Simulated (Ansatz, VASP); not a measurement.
Rh in VASP and in Ansatz

```
Rh
1.0
     0.00000    1.91414    1.91414
     1.91414    0.00000    1.91414
     1.91414    1.91414    0.00000
Rh
1
Direct
  0.00000 0.00000 0.00000
```

Change from the starting cell: volume scaled by 1.02.

Alike in both runs: task single point; functional PBE; k mesh 16 × 16 × 16; occupations fermi-dirac, width 0.08 eV; no spin polarisation.

|  | VASP | Ansatz |
| --- | --- | --- |
| version | VASP 6.6.1 | Ansatz 0.2.0 |
| potentials or method | VASP PAW PBE potentials, release 64 (Rh_pv), cutoff 520 eV | all-electron LAPW, scalar-relativistic |

```csv
,VASP,Ansatz,Ansatz less VASP
pressure (GPa),0.7,0.6,-0.08
```

Ansatz ran all-electron here, so the differences hold the error of VASP's frozen core and of both bases.
